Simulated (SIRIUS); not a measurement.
Sr:

```
CELL_PARAMETERS angstrom
0.00000 3.04235 3.04235
3.04235 0.00000 3.04235
3.04235 3.04235 0.00000
ATOMIC_POSITIONS crystal
Sr 0.00000 0.00000 0.00000
```

| Quantity | Value |
| --- | --- |
| Program | SIRIUS 7.12.0 |
| Task | single point |
| Functional | PBEsol |
| Potentials or basis | PseudoDojo 0.4.1 PBEsol standard (scalar relativistic) |
| Cutoff | 937 eV |
| Density cutoff | 3749 eV |
| k mesh | 8 × 8 × 8 |
| Occupations | fermi-dirac, width 0.05 eV |
| Spin | no spin polarisation |

On this cell: pressure -0.9 GPa; band gap on the k mesh none (metal or under the smearing width).

The same run follows on a disturbed copy (cell strained at random at fixed volume):

```
Sr
1.0
     0.06610    3.01958    2.96526
     3.13463    0.00753    3.02383
     3.12896    3.07248    0.01320
Sr
1
Direct
  0.99000 0.99567 0.01497
```

What does the disturbed cell give?

The energy (extrapolated to zero smearing) moves by +3.3 meV/atom; pressure -0.9 GPa; band gap on the k mesh none (metal or under the smearing width).

Stress tensor (GPa, compression positive):
```
-1.01 -0.22 -0.28
-0.22 -0.87  0.19
-0.28  0.19 -0.79
```
